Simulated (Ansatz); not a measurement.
# Te: pressure and energy change per atom against volume scale

Plane-wave DFT, scalar-relativistic PAW made under PBE with cores redone for the functional, no dispersion; the given relaxed cell is scaled uniformly, energy at zero smearing counts from the unscaled cell, pressure at the given Fermi-Dirac smearing is positive in compression. The results are calculated, by Ansatz 0.2.0.

The cell before it is scaled or strained (space group P6_3/mmc, No. 194):
```
Te
1.0
      4.2950     0.0000     0.0000
     -2.1475     3.7196     0.0000
      0.0000     0.0000     8.3108
Te
4
Direct
  0.00000 1.00000 0.00000
  0.00000 1.00000 0.50000
  0.33333 0.66667 0.25000
  0.66667 0.33333 0.75000
```

Settings of every row: spin polarised no; functional revPBE; wave cutoff 420 eV; smearing width 0.1 eV; k mesh 10x10x5.

Atom starting moment: 0 on all atoms.

Limits: no spin-orbit coupling, which can matter with elements this heavy; the cell comes from a prototype or a list of computed structures and needn't be the stable phase.

| row | volume scale | V (Å³/atom) | pressure (GPa) | energy change per atom (meV) |
| --- | --- | --- | --- | --- |
| 1 | 0.88 | 29.21 | 7.73 | 84.93 |
| 2 | 0.92 | 30.537 | 4.57 | 34.79 |
| 3 | 0.96 | 31.865 | 2.05 | 8.05 |
| 4 | 1.04 | 34.52 | -1.56 | 6.86 |
| 5 | 1.08 | 35.848 | -2.83 | 25.59 |
| 6 | 1.12 | 37.176 | ? | ? |

Question: what pressure and energy change per atom should row 6 give?

Worked fit of pressure. Take u = (V_r/V)^(2/3) − 1 with V_r = 31.865 Å³ an atom, which is twice the finite (Eulerian) strain; such expansions in the strain, on which the Birch-Murnaghan equation of state is built, carry the rest volume and the bulk modulus. The shown rows have u = 0.05971, 0.02879, 0, -0.05196, -0.07552. Least squares give pressure = 2.05 + 81.52 × u + 225.7 × u² GPa; a straight line predicts inner rows, each left out in turn, worse (root mean square 0.46 against 0.02 GPa). The rows lie off it by 0.01, -0.01, 0.00, 0.02, -0.01. The pressure vanishes at u = -0.0272, or V = 33.21 Å³ an atom, and there the bulk modulus at fixed shape and fractions is B = −V dP/dV = (2/3)(1 + u) dP/du = 44.9 GPa. Letting shape and atoms relax would as a rule lower it, by much in layered, chain or molecular crystals. The withheld row has u = -0.09767, so the fit gives 2.05 + 81.52 × (-0.09767) + 225.7 × (-0.09767)² = -3.76 GPa.

The calculation gave -3.83 GPa. The fit lies 0.07 GPa (1.8 % of the value, 0.61 % of the column's range) above it; its largest miss of a shown row is 0.02 GPa. This row lies beyond the range of the fit.

Worked fit of energy change per atom. Take u = (V_r/V)^(2/3) − 1 with V_r = 31.865 Å³ an atom, which is twice the finite (Eulerian) strain; such expansions in the strain, on which the Birch-Murnaghan equation of state is built, carry the rest volume and the bulk modulus. The shown rows have u = 0.05971, 0.02879, 0, -0.05196, -0.07552. Least squares give energy change per atom = 8.065 + 613.77 × u + 11238.4 × u² meV; a straight line predicts inner rows, each left out in turn, worse (root mean square 23 against 0.4 meV). The rows lie off it by 0.15, -0.26, -0.01, 0.34, -0.22 (root mean square 0.23 meV). The withheld row has u = -0.09767, so the fit gives 8.065 + 613.77 × (-0.09767) + 11238.4 × (-0.09767)² = 55.33 meV.

The calculation gave 53.71 meV. The fit lies 1.62 meV (3 % of the value, 2.1 % of the column's range) above it; its largest miss of a shown row is 0.34 meV. This row lies beyond the range of the fit.
